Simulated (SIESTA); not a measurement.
La:

```
La
1.0
     3.75000    0.00000    0.00000
    -1.87500    3.24760    0.00000
     0.00000    0.00000    6.07000
La
2
Direct
  0.66078 0.31229 0.74326
  0.33264 0.65901 0.25161
```

This isn't the form of La at room conditions, which is double hcp.

The cell isn't the ideal one: atoms moved at random, drawn with an rms of 0.05 Å.

Base run:

```yaml
Program: SIESTA 5.4.2
Functional: PBE
Potentials_or_basis: PseudoDojo 0.4 standard (PBE files)
Basis: DZP (energy shift 0.003 Ry; two zetas on semicore shells)
Grid_cutoff: 800 Ry
Energy_shift: 0.003 Ry
k_mesh: 8 × 8 × 5
Occupations: fermi-dirac, width 0.05 eV
Spin: no spin polarisation
```

Its results: band gap on the k mesh none (metal or under the smearing width); pressure 3.2 GPa; largest force 0.150 eV/Å.

The run is repeated on the same cell with these changes: functional from PBE to PBEsol; potentials or basis from PseudoDojo 0.4 standard (PBE files) to PseudoDojo 0.4 standard (PBEsol files). What comes out?

Band gap on the k mesh none (metal or under the smearing width); pressure 1.0 GPa; largest force 0.136 eV/Å.

Caveats: the basis of atomic orbitals isn't converged, which shifts pressures, moduli and gaps.
